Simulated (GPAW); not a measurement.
Here is a GPAW 26.7.0 calculation.

File run.py:

```python
import numpy as np
from ase.dft.bandgap import bandgap
from ase.io import read, write
from gpaw import GPAW, PW
from gpaw.response.df import DielectricFunction

atoms = read('ZnSe.xyz')

calc = GPAW(mode=PW(500),
            xc='LDA',
            kpts={'size': (7, 7, 7), 'gamma': True},
            occupations={'name': 'fermi-dirac', 'width': 0.001},
            nbands=18,
            convergence={'density': 1e-06},
            maxiter=150,
            txt='gpaw.txt')
atoms.calc = calc
energy = atoms.get_potential_energy()
calc.write('gs.gpw')
write('result.traj', atoms)
print(f'Energy: {energy:.6f} eV')
print('Fermi level:', round(calc.get_fermi_level(), 4), 'eV')
print(f'Gap: {bandgap(calc)[0]:.4f} eV, direct: {bandgap(calc, direct=True)[0]:.4f} eV')

for size in [(20, 20, 20)]:
    name = 'x'.join(str(n) for n in size)
    dense = calc.fixed_density(kpts={'size': size, 'gamma': True},
                               nbands=35, convergence={'bands': 29, 'eigenstates': 1e-7},
                               update_fermi_level=True, txt=f'dense-{name}.txt')
    dense.write(f'{name}.gpw', mode='all')
    df = DielectricFunction(f'{name}.gpw', frequencies=np.array([0.0]), hilbert=False, eta=0.001,
                            ecut=80, nbands=29, intraband=False, txt=f'df-{name}.txt')
    for xc in ['RPA']:
        for direction in ['x', 'y', 'z', [0, 1, 1], [1, 0, 1], [1, 1, 0]]:
            e0, e = df.get_macroscopic_dielectric_constant(xc=xc, direction=direction)
            print(f'{name} {xc} {direction}: {e0:.4f} without, {e:.4f} with local fields')
```

The input ZnSe.xyz:

```xyz
2
Lattice="0.0000000000 2.8147806350 2.8147806350 2.8147806350 0.0000000000 2.8147806350 2.8147806350 2.8147806350 0.0000000000" Properties=species:S:1:pos:R:3 pbc="T T T"
Se     4.2221709525      4.2221709525      4.2221709525
Zn     0.0000000000      0.0000000000      0.0000000000
```

Potentials or basis: the program's PAW data sets (release 1.2.1) made for this functional, pw.

Launch:

```console
$ OMP_NUM_THREADS=1 python run.py
```

(1) Predict the electronic dielectric tensor (diagonal).

(2) Predict the band gap on the k mesh.

## Answers

(1) 7.24.

(2) 1.13 eV, direct.

Caveat: the long-wavelength limit can be off by several per cent where d states take part.

**What was measured.**

From a printed reference work, textbook, for a bulk crystal of ZnSe: high-frequency dielectric constant 5.9.

The gap isn't set beside the measured one, since this odd mesh misses points on the zone boundary. Against the measured high-frequency dielectric constant of ZnSe, 5.9 (a printed reference work, textbook), the calculated 7.24 is off by +22.8 %.
